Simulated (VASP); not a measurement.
CsSnBr3:

```
Cs Sn Br
1.0
     5.76883    0.00000    0.00000
     0.00000    5.76883    0.00000
     0.00000    0.00000    5.76883
Cs Sn Br
1 1 3
Direct
  0.00000 0.00000 0.00000
  0.50000 0.50000 0.50000
  0.50000 0.00000 0.50000
  0.50000 0.50000 0.00000
  0.00000 0.50000 0.50000
```

The cell is a database's computed one.

Program: VASP 6.6.1. Alike in all runs: task band structure; potentials or basis VASP PAW PBE potentials, release 64 (Cs_sv, Sn_d, Br); no spin polarisation; cell as given; k mesh 4 × 4 × 4; cutoff (eV) 520; smearing gaussian 0.03 eV.

Problem. Order these runs on this cell by their band gap on the k mesh, lowest first.
A. level HSE06; screening parameter 0.2 1/A
B. level PBE
C. level PBE0; exchange at q = 0 truncated

Solution. B (0.30 eV), A (0.73 eV), C (1.33 eV).

Caveats: spin-orbit coupling is left out, which moves the levels of the heavy elements.

